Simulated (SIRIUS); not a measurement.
**AlN under changes of volume**

One of the cells (10.626 Å³/atom); the others are scaled copies at fixed shape and fractional positions:

```
Al N
1.0
     0.00000    2.19846    2.19846
     2.19846    0.00000    2.19846
     2.19846    2.19846    0.00000
Al N
1 1
Direct
  0.00000 0.00000 0.00000
  0.25000 0.25000 0.25000
```

Measurements of this composition are mostly on another form, of space group No. 186.

| Quantity | Value |
| --- | --- |
| Program | SIRIUS 7.10.0 |
| Functional | PBEsol |
| Potentials or basis | PseudoDojo 0.4.1 PBEsol standard (scalar relativistic) |
| Cutoff | 1152 eV |
| Density cutoff | 4606 eV |
| k mesh | 10 × 10 × 10 |
| Occupations | fermi-dirac, width 0.05 eV |
| Spin | no spin polarisation |

| volume (Å³/atom) | energy over the lowest point (meV/atom) | pressure (GPa) | gap on the mesh (eV) |
| --- | --- | --- | --- |
| 9.792 | 30.40 | 15.6 | 3.22 |
| 10.001 | ? | ? | ? |
| 10.209 | 3.37 | 5.5 | 3.20 |
| 10.626 | 0.00 | -2.7 | 3.18 |
| 10.834 | 5.84 | -6.2 | 3.17 |
| 11.042 | 16.09 | -9.5 | 3.16 |

What does the run at 10.001 Å³/atom give?

Energy over the lowest point 13.63 meV/atom; pressure 10.3 GPa; gap on the mesh 3.21 eV.

Worked out: A Birch-Murnaghan fit of order 3 (a polynomial in V^(-2/3)) to the other rows has its minimum at 10.48 Å³/atom with B0 = V·E''(V) = 201 GPa and B' = 3.8. It gives 13.60 meV/atom at 10.001 Å³/atom, against the run's 13.63, and -dE/dV = 10.3 GPa, against 10.3. A straight line through the other rows of the gap, of slope -0.499 eV per unit of ln V, gives 3.21 eV, against the run's 3.21.

Energies are extrapolated to zero smearing.

A mesh can miss the band edges.
